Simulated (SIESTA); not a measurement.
Wanted: an ASE script for a SIESTA 5.4.2 run.

- Task: band structure
- Functional: PBE
- Potentials or basis: PseudoDojo 0.4 standard (PBE files)
- Basis: TZP (energy shift 0.003 Ry; two zetas on semicore shells)
- Grid cutoff: 500 Ry
- Energy shift: 0.003 Ry
- k mesh: 3 × 6 × 6
- Occupations: fermi-dirac, width 0.05 eV
- Spin: no spin polarisation

Crystal: SnSe.

```
Sn Se
1.0
    11.42000    0.00000    0.00000
     0.00000    4.19000    0.00000
     0.00000    0.00000    4.46000
Sn Se
4 4
Direct
  0.87700 0.75000 0.90900
  0.62300 0.25000 0.40900
  0.37700 0.75000 0.59100
  0.12300 0.25000 0.09100
  0.64300 0.75000 0.98400
  0.85700 0.25000 0.48400
  0.14300 0.75000 0.51600
  0.35700 0.25000 0.01600
```

These files were run (other wordings do the same):

run.py

```python
from ase import Atoms
from ase.calculators.siesta import Siesta
from ase.units import Ry, GPa

atoms = Atoms(
    ['Sn', 'Sn', 'Sn', 'Sn', 'Se', 'Se', 'Se', 'Se'],
    cell=[
        [11.42, 0.0, 0.0],
        [0.0, 4.19, 0.0],
        [0.0, 0.0, 4.46],
    ],
    scaled_positions=[
        [0.877, 0.75, 0.909],
        [0.623, 0.25, 0.409],
        [0.377, 0.75, 0.591],
        [0.123, 0.25, 0.091],
        [0.643, 0.75, 0.984],
        [0.857, 0.25, 0.484],
        [0.143, 0.75, 0.516],
        [0.357, 0.25, 0.016],
    ],
    pbc=True,
)

fdf = {
    'SCFMustConverge': False,
    'OccupationFunction': 'FD',
    'ElectronicTemperature': '0.05 eV',
    'MaxSCFIterations': '120',
    'SCF.Mixer.Method': 'Pulay',
    'SCF.Mixer.Weight': '0.25',
    'SCF.Mixer.History': '8',
    'SCF.DM.Tolerance': '5.0e-05',
    'SCF.H.Tolerance': '1.0e-03 eV',
    'WriteForces': 'true',
    'Charge.Mulliken': 'end',
    'BandLinesScale': 'ReciprocalLatticeVectors',
    'BandLines': ['  1    0.000000   0.000000   0.000000  \\Gamma', '  9    0.000000   0.500000   0.000000  X', '  8    0.000000   0.500000   0.500000  S', '  9    0.000000   0.000000   0.500000  Y', '  8    0.000000   0.000000   0.000000  \\Gamma', '  3    0.500000   0.000000   0.000000  Z', '  9    0.500000   0.500000   0.000000  U', '  8    0.500000   0.500000   0.500000  R', '  9    0.500000   0.000000   0.500000  T', '  8    0.500000   0.000000   0.000000  Z', '  1    0.000000   0.000000   0.500000  Y', '  3    0.500000   0.000000   0.500000  T', '  1    0.500000   0.500000   0.000000  U', '  3    0.000000   0.500000   0.000000  X', '  1    0.000000   0.500000   0.500000  S', '  3    0.500000   0.500000   0.500000  R'],
    'PAO.Basis': ['Sn.1 4', 'n=5 0 3', '  6.432 0.000 0.000', 'n=5 1 3', '  8.686 0.000 0.000', 'n=4 2 2', '  3.759 0.000', 'n=5 2 1', '  8.686', 'Se.2 4', 'n=4 0 3', '  5.139 0.000 0.000', 'n=4 1 3', '  6.735 0.000 0.000', 'n=3 2 2', '  2.657 0.000', 'n=4 2 1', '  6.735'],
}
calc = Siesta(
    label="SnSe",
    command="siesta < PREFIX.fdf > PREFIX.out",
    pseudo_path="pseudos",
    pseudo_qualifier="",
    xc=('GGA', 'PBE'),
    basis_set="TZP",
    mesh_cutoff=500 * Ry,
    energy_shift=0.003 * Ry,
    kpts=[3, 6, 6],
    spin="non-polarized",
    fdf_arguments=fdf,
)
atoms.calc = calc

print(f"energy = {atoms.get_potential_energy():.6f} eV")
free = atoms.get_potential_energy(force_consistent=True)
print(f"free energy = {free:.6f} eV")
print("forces (eV/A):")
print(atoms.get_forces(apply_constraint=False).round(6))
print("stress (GPa, Voigt order, tension positive):", (atoms.get_stress() / GPa).round(4))
```

Potentials or basis: PseudoDojo 0.4 standard (PBE files), TZP (energy shift 0.003 Ry; two zetas on semicore shells).

Launch:

```console
$ python run.py
```

Results of the run:

```json
{
 "Pressure": "3.7 GPa",
 "Largest force": "0.632 eV/Å",
 "Band gap on the k mesh": "0.53 eV, indirect (least direct gap 0.69 eV)",
 "Band gap along the path": "0.57 eV, indirect (least direct gap 0.69 eV)"
}
```

Caveat: spin-orbit coupling is left out, which moves the levels of the heavy elements; the basis of atomic orbitals isn't converged, which shifts pressures, moduli and gaps.

It took 2.3 min on 1 thread of Intel(R) Xeon(R) 6975P-C (Granite Rapids), with other jobs on the host, peak memory 0.67 GiB.
